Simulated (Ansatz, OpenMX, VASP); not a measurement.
## Al: 3 runs at one level of theory

```
Al
1.0
     2.82708    0.00000    0.00000
    -1.41354    2.44832    0.00000
     0.00000    0.00000   26.48249
Al
6
Direct
  0.66667 0.33333 0.28321
  0.00000 0.00000 0.36992
  0.33333 0.66667 0.45664
  0.00000 0.00000 0.54336
  0.66667 0.33333 0.63008
  0.00000 0.00000 0.71679
```

Alike in all runs: task single point; functional PBE; k mesh 11 × 11 × 1; occupations fermi-dirac, width 0.05 eV; no spin polarisation; no spin-orbit coupling.

| program and potentials | plane-wave cutoff (eV) | notes | largest force (eV/Å) |
| --- | --- | --- | --- |
| Ansatz, Ansatz PAW | 420 | - | 0.218 |
| VASP, PBE PAW files Al, 520 eV | 520 | - | 0.217 |
| OpenMX, OpenMX 2013 PBE set, Al7.0-s2p2d1, grid cutoff 300 Ry | - | atomic basis | 0.173 |

Force on atom 6 (Al), eV/Å:

```
                                       program and potentials      x       y      z
                                           Ansatz, Ansatz PAW  0.000   0.000  0.218
                               VASP, PBE PAW files Al, 520 eV  0.000   0.000  0.217
OpenMX, OpenMX 2013 PBE set, Al7.0-s2p2d1, grid cutoff 300 Ry  0.000  -0.002  0.173
```

Rows in atomic bases carry the error of their basis and grid, which can be large.

The functional is the same throughout but for its coding, so the spread measures potentials, basis and numerics; runs on potential files found faulty are left out.
